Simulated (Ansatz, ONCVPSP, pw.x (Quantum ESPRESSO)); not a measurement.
## C: does the ONCV potential hold in the solid?

* Element: carbon
* Generator: ONCVPSP 4.0.1.1 (patched build)
* Type: optimised norm-conserving Vanderbilt (ONCV)
* Functional: PBE
* Relativity: scalar-relativistic
* Frozen core: [He]
* Valence charge: 4
* Reference configuration: 2s1.75 2p2.25
* Partial waves: 2s: rc 1.05 bohr, ncon 4, nbas 8, qcut 7.1 1/bohr, 1 projector; 2p: rc 3.00 bohr, ncon 3, nbas 7, qcut 5 1/bohr, 1 projector
* Local potential: polynomial inside 0.85 bohr (lpopt 3, dvloc0 1 Ha)
* Core correction: Teter function, fcfact 5.5, rcfact 1.05

Atomic tests: cutoffs needed: 20 Ha and 27 Ha (the cutoffs (Ha) at which the residual kinetic energy of the hardest occupied pseudo-wave falls to 1 and 0.1 mHa per electron); ghost test: no bound ghost flagged; no localised positive-energy state flagged; largest excitation error: +1363 meV (all-electron minus pseudo) for 2s2 2p0, out of 4 test configurations.

Crystal test: fcc C in pw.x 7.5, no spin, 18³ k-points, Fermi–Dirac smearing 0.01 Ry, cutoffs 65/260 Ry. The reference is all-electron LAPW (Ansatz 0.2.0) with the same functional, mesh and smearing; V0 and B0 come from Birch–Murnaghan fits to the pressures at five volumes. Errors are pseudo minus all-electron; Δ is the rms difference of the E(V) curves that follow from these fits, minima aligned, over ±6 % about the mean V0. Mesh and smearing are coarse, so the numbers serve the comparison and aren't converged zero-temperature values; the lattice is a test structure that the element need not adopt.

| V (Å³/atom) | P all-electron (GPa) | P pseudo (GPa) |
| --- | --- | --- |
| 7.083 | 5.44 | 15.92 |
| 7.270 | 1.19 | 11.63 |
| 7.456 | -2.58 | 7.73 |
| 7.642 | -5.94 | 4.18 |
| 7.829 | -8.92 | 0.95 |

All-electron: a0 = 3.083 Å (V0 = 7.33 Å³/atom), B0 = 151.8 GPa.

Pseudopotential: mean pressure error (GPa): +10.24. The pressure does not cross zero within the volumes sampled, so no fit is given. The largest radius (3.00 bohr) exceeds half the bond length (2.07 bohr), so the spheres overlap, which is one possible source of error among others. This is a poor potential for the solid.

Problem. At the middle volume, how do free energy and pressure move when the wave cutoff is lowered (ecutrho kept at four times it)?

Solution.

| cutoff (Ry) | shift of F (meV/atom) | shift of P (GPa) |
| --- | --- | --- |
| 29 | +301.1 | -18.80 |
| 39 | +54.6 | -5.89 |
| 52 | +2.9 | -0.62 |

The run at the middle volume (195 k-points, 5 iterations) took about 14 s on one core of a shared host (Neoverse-N1, 64 threads, 124 GiB, load 56).
